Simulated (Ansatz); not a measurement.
**Strain response of TiCo**

The calculation used DFT PBEsol, scalar-relativistic, plane waves, PAW (Ansatz). Run with 420 eV cutoff, 18×18×18 k-mesh, Gaussian smearing of 0.10 eV, collinear spin.

Starting point, cell and atoms relaxed:

```yaml
crystal:
  lattice:
    - [2.93851, 0.00000, 0.00000]
    - [0.00000, 2.93851, 0.00000]
    - [0.00000, 0.00000, 2.93851]
  atoms:
    - { symbol: Ti, position: [0.00000, 0.00000, 0.00000] }
    - { symbol: Co, position: [0.50000, 0.50000, 0.50000] }
```

Deformation: c alone is stretched, the rest of the cell is held and the atoms relax, all within the symmetry that the strain leaves. Energies are extrapolated to zero smearing. On this cell's mesh the reference holds a stress of up to 0.46 GPa.

| strain (%) | ΔE (meV/atom) | a (Å) | b (Å) | c (Å) | moment (μB/cell) |
| --- | --- | --- | --- | --- | --- |
| -3.0 | 10.1 | 2.939 | 2.939 | 2.850 | 0.54 |
| -2.0 | 4.9 | 2.939 | 2.939 | 2.880 | 0.63 |
| -1.0 | 1.5 | 2.939 | 2.939 | 2.909 | 0.70 |
| +0.0 | 0.0 | 2.939 | 2.939 | 2.939 | 0.74 |
| +1.0 | 0.6 | 2.939 | 2.939 | 2.968 | 0.75 |
| +2.0 | 3.4 | 2.939 | 2.939 | 2.997 | 0.75 |
| +3.0 | 8.0 | 2.939 | 2.939 | 3.027 | 0.74 |

What stiffness (1/V) d²E/dε² at zero strain does a cubic fit over all points give?

A cubic fit gives (1/V) d²E/dε² = 252 GPa at zero strain (the elastic constant along c at held a and b).